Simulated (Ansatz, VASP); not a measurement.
## Two plane-wave programs on SiC

```
CELL_PARAMETERS angstrom
0.00000 2.18986 2.18986
2.18986 0.00000 2.18986
2.18986 2.18986 0.00000
ATOMIC_POSITIONS crystal
Si 0.25000 0.25000 0.25000
C 0.00000 0.00000 0.00000
```

Alike in both runs: functional PBE; k mesh 10 × 10 × 10; occupations gaussian, width 0.02 eV; no spin polarisation.

Ansatz relaxed the structure, and its values are those at the end. VASP's run is a single point on that final structure, the one shown.

|  | VASP | Ansatz |
| --- | --- | --- |
| version | VASP 6.6.1 | Ansatz 0.2.0 |
| potentials or method | VASP PAW PBE potentials, release 64 (Si, C) | scalar-relativistic, plane waves, PAW |
| plane-wave cutoff (eV) | 520 | 420 |
| valence electrons in the cell | 8 | 8 |

```csv
,VASP,Ansatz,Ansatz less VASP
gap on the k mesh at the Fermi level (eV),1.37,1.37,+0.002
least direct gap on the mesh (eV),4.53,4.53,+0.003
pressure (GPa),0.0,0.0,+0.05
```

The functional is the same, so the differences come from potentials, cutoffs and numerics.

A k mesh can miss the band edges. As with any semilocal functional, this PBE gap is likely too small.
